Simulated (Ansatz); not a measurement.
# HfN: shifting one sublattice

This session takes HfN and sets out to map the energy as every N atom is pushed off its site.

Computed with Ansatz 0.2.0 (DFT PBE, scalar-relativistic, plane waves, PAW, unless a step's input says otherwise).

## Step 1: The starting structure

The structure is cubic, space group Fm-3m (No. 225). The conventional cell has a = 4.518 Å, b = 4.518 Å, c = 4.518 Å, α = 90.00°, β = 90.00°, γ = 90.00°. Hf (site symmetry m-3m) is surrounded by 6 N at 2.26 Å. N (site symmetry m-3m) is surrounded by 6 Hf at 2.26 Å.

Coordinates:

```
CELL_PARAMETERS angstrom
0.00000 2.25900 2.25900
2.25900 0.00000 2.25900
2.25900 2.25900 0.00000
ATOMIC_POSITIONS crystal
Hf 0.00000 0.00000 0.00000
N 0.50000 0.50000 0.50000
```

No relaxation comes first: the listed cell is the starting point.

## Step 2: Zero of energy

The reference gives a free energy of -16108.6833 eV, pressure 5.44 GPa, largest force 0.000 eV/Å and gap on the mesh none (metal). It was computed beforehand with the settings of the runs below.

## Step 3: The scan: shifting one sublattice

Every N atom is moved by x along the Cartesian unit vector (0.000, -0.707, -0.707); the cell and all other atoms stay fixed. Forces below are components along that vector, summed over the moved atoms.

## Step 4: Point x = -0.300 Å

Input file input.yaml:

```yaml
crystal:
  lattice:
    - [0.0, 2.259, 2.259]
    - [2.259, 0.0, 2.259]
    - [2.259, 2.259, 0.0]
  atoms:
    - { symbol: Hf, position: [0.0, 0.0, 0.0] }
    - { symbol: "N", position: [0.593905283, 0.5, 0.5] }
basis:
  ecutwfc: 420
kpoints:
  mp_grid: { grid: [18, 18, 18] }
hamiltonian:
  xc: pbe
scf:
  occupations: { method: gaussian, width: 0.15 }
output:
  forces: true
  stress: true
  eigenvalues: true
```

The run is started by

```bash
> ansatz run input.yaml --threads 1 --pin off --max-ram 2560MiB --backend cpu --events-out ev --progress --plain --runs-dir out
```

## Step 5: At x = 0.225 Å

Changes to input.yaml since step 4:

```diff
@@ -7,3 +7,3 @@
     - { symbol: Hf, position: [0.0, 0.0, 0.0] }
-    - { symbol: "N", position: [0.593905283, 0.5, 0.5] }
+    - { symbol: "N", position: [0.4295710377, 0.5, 0.5] }
 basis:
```

## Step 6: At x = -0.150 Å

Changes to input.yaml since step 5:

```diff
@@ -7,3 +7,3 @@
     - { symbol: Hf, position: [0.0, 0.0, 0.0] }
-    - { symbol: "N", position: [0.4295710377, 0.5, 0.5] }
+    - { symbol: "N", position: [0.5469526415, 0.5, 0.5] }
 basis:
@@ -20 +20,5 @@
   eigenvalues: true
+  write_density: true
+  write_potential: true
+  elf: true
+  volumetric_format: npy
```

## Step 7: Point x = 0.075 Å

Changes to input.yaml since step 6:

```diff
@@ -7,3 +7,3 @@
     - { symbol: Hf, position: [0.0, 0.0, 0.0] }
-    - { symbol: "N", position: [0.5469526415, 0.5, 0.5] }
+    - { symbol: "N", position: [0.4765236792, 0.5, 0.5] }
 basis:
@@ -20,5 +20 @@
   eigenvalues: true
-  write_density: true
-  write_potential: true
-  elf: true
-  volumetric_format: npy
```

## Step 8: At x = 0.263 Å

Changes to input.yaml since step 7:

```diff
@@ -7,3 +7,3 @@
     - { symbol: Hf, position: [0.0, 0.0, 0.0] }
-    - { symbol: "N", position: [0.4765236792, 0.5, 0.5] }
+    - { symbol: "N", position: [0.4178328774, 0.5, 0.5] }
 basis:
```

## Step 9: x = 0.188 Å

Changes to input.yaml since step 8:

```diff
@@ -7,3 +7,3 @@
     - { symbol: Hf, position: [0.0, 0.0, 0.0] }
-    - { symbol: "N", position: [0.4178328774, 0.5, 0.5] }
+    - { symbol: "N", position: [0.4413091981, 0.5, 0.5] }
 basis:
@@ -20 +20,5 @@
   eigenvalues: true
+  write_density: true
+  write_potential: true
+  elf: true
+  volumetric_format: npy
```

## Step 10: x = 0.113 Å

Changes to input.yaml since step 9:

```diff
@@ -7,3 +7,3 @@
     - { symbol: Hf, position: [0.0, 0.0, 0.0] }
-    - { symbol: "N", position: [0.4413091981, 0.5, 0.5] }
+    - { symbol: "N", position: [0.4647855189, 0.5, 0.5] }
 basis:
@@ -20,5 +20 @@
   eigenvalues: true
-  write_density: true
-  write_potential: true
-  elf: true
-  volumetric_format: npy
```

## Step 11: Point x = 0.037 Å

Changes to input.yaml since step 10:

```diff
@@ -7,3 +7,3 @@
     - { symbol: Hf, position: [0.0, 0.0, 0.0] }
-    - { symbol: "N", position: [0.4647855189, 0.5, 0.5] }
+    - { symbol: "N", position: [0.4882618396, 0.5, 0.5] }
 basis:
@@ -20 +20,5 @@
   eigenvalues: true
+  write_density: true
+  write_potential: true
+  elf: true
+  volumetric_format: npy
```

(Steps that only read results are left out.)

Before running it: what results should come out?

The runs gave:

```
                                                        quantity        value
force constant along x, from the points at -0.150, 0 and 0.037 Å  11.79 eV/Å²
```

What this shows: Near the site the force constant is 11.79 eV/Å². The step of 0.15 Å is wide, so anharmonic terms mix in. The undisturbed cell stays the lowest of the sampled points. Spin-orbit coupling is left out for Hf. Spin polarisation is off in the runs that give these values; a magnetic solution could lie lower.
